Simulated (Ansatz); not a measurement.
Crystal: InSe.

```
In Se
1.0
     4.04733    0.00000    0.00000
    -2.02366    3.50509    0.00000
     0.00000    0.00000   18.05206
In Se
4 4
Cartesian
  0.0000 2.3367 1.3971
  0.0000 2.3367 16.6550
  0.0000 0.0000 7.6289
  0.0000 0.0000 10.4231
  0.0000 2.3367 6.3721
  0.0000 2.3367 11.6800
  2.0237 1.1684 2.6537
  2.0237 1.1684 15.3984
```

Measurements of this composition are mostly on another form, of space group No. 160.

Base run:

- Program: Ansatz 0.2.0
- Functional: r2SCAN
- Potentials or basis: Ansatz PAW
- Cutoff: 500 eV (not typed: the program's choice for these potentials)
- k mesh: 8 × 8 × 2
- Occupations: fermi-dirac, width 0.05 eV
- Spin: no spin polarisation

Its results: band gap on the k mesh 1.14 eV, direct; pressure -0.1 GPa; largest force 0.029 eV/Å.

**Question.** The run is repeated on the same cell with these changes: functional from r2SCAN to PBE; cutoff from 500 eV (not typed: the program's choice for these potentials) to 420 eV (not typed: the program's choice for these potentials); occupations from fermi-dirac, width 0.05 eV to gaussian, width 0.011 eV. What comes out?

**Answer.** Band gap on the k mesh 0.73 eV, direct; pressure 1.4 GPa; largest force 0.239 eV/Å.

Caveats: spin-orbit coupling is left out, which moves the levels of the heavy elements; the PAW data sets come from PBE, with cores solved anew for the run's functional, which leaves a small shift of forces and pressure (some runs); this functional lacks dispersion, which binds the layers, so the pressure and a relaxed spacing across them are unreliable (some runs).
